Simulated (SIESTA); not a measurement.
The system is As.

```
CELL_PARAMETERS angstrom
1.88080 1.08588 3.51406
-1.88080 1.08588 3.51406
0.00000 -2.17176 3.51406
ATOMIC_POSITIONS crystal
As 0.22600 0.22600 0.22600
As 0.77400 0.77400 0.77400
```

Base run:

| Item | Value |
| --- | --- |
| Program | SIESTA 5.4.2 |
| Functional | RPBE |
| Potentials or basis | PseudoDojo 0.4 standard (PBE files) |
| Basis | DZP (energy shift 0.003 Ry; two zetas on semicore shells) |
| Grid cutoff | 500 Ry |
| Energy shift | 0.003 Ry |
| k mesh | 9 × 9 × 9 |
| Occupations | fermi-dirac, width 0.05 eV |
| Spin | no spin polarisation |

Its results: band gap on the k mesh none (metal or under the smearing width); pressure 8.2 GPa; largest force 0.942 eV/Å.

**Question.** After a change of settings the same cell gave: band gap on the k mesh none (metal or under the smearing width); pressure 6.0 GPa; largest force 0.877 eV/Å. Which change was it?
A. functional from RPBE to PBE
B. functional from RPBE to BLYP
C. functional from RPBE to LDA; potentials or basis from PseudoDojo 0.4 standard (PBE files) to PseudoDojo 0.4 standard (LDA files)
D. functional from RPBE to PBEsol; potentials or basis from PseudoDojo 0.4 standard (PBE files) to PseudoDojo 0.4 standard (PBEsol files)

**Answer.** A.

PBE binds more tightly than RPBE, so the same cell stands under less pressure.

Caveats: the basis of atomic orbitals isn't converged, which shifts pressures, moduli and gaps; the potentials were made for another functional, which shifts forces and pressure (some runs).
